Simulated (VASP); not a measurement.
Set up this calculation in VASP 6.6.1, as the native input.

- Task: relaxation of cell and atoms
- Functional: PBEsol
- Potentials or basis: VASP PAW PBE potentials, release 64 (Cd, Se)
- Cutoff: 600 eV
- k mesh: 8 × 8 × 8
- Occupations: gaussian, width 0.01 eV
- Spin: no spin polarisation
- Dipole correction: no
- Further INCAR settings: ALGO = Normal; EDIFF = 1e-06; IBRION = 2; EDIFFG = -0.005; NSW = 100; ISIF = 3

The structure of CdSe lies in POSCAR:

```
CdSe
1.0
    0.0000000000      3.0385000000      3.0385000000
    3.0385000000      0.0000000000      3.0385000000
    3.0385000000      3.0385000000      0.0000000000
Cd Se
1 1
Direct
    0.0000000000      0.0000000000      0.0000000000
    0.2500000000      0.2500000000      0.2500000000
```

The cell was built by a generator and needn't be a form met in nature.

The input as run:

INCAR

```
  ALGO = Normal
  EDIFF = 1E-6
  EDIFFG = -0.005
  ENCUT = 600
  GGA = PS
  IBRION = 2
  ISIF = 3
  ISMEAR = 0
  LASPH = T
  LCHARG = F
  LREAL = F
  LWAVE = F
  NELM = 80
  NSW = 100
  PREC = Accurate
  SIGMA = 0.01
```

KPOINTS

```
k-points
0
Gamma
  8 8 8
```

Potentials or basis: VASP PAW PBE potentials, release 64 (Cd, Se).

Command:

```console
$ cat potpaw_PBE.64/Cd/POTCAR potpaw_PBE.64/Se/POTCAR > POTCAR
$ mpirun -np 1 vasp_std > vasp.out
```

It gave:

```
Relaxed volume                         : 28.28 Å³/atom
Relaxed cell                           : a = 4.309 Å, b = 4.309 Å, c = 4.309 Å, α = 60.00°, β = 60.00°, γ = 60.00°
Space group after relaxing (to 0.05 Å) : F-43m (No. 216)
Energy gained by relaxing              : 0.3 meV/atom
Ionic steps                            : 4
Pressure after relaxing                : 0.0 GPa
Band gap on the k mesh                 : 0.47 eV, direct
```

Caveat: the PAW data sets were made with another functional, which shifts forces and pressure a little.

Run time: 93 s on 1 thread of Intel(R) Xeon(R) Platinum 8375C CPU @ 2.90GHz (Ice Lake) (shared host), peak memory 0.22 GiB.
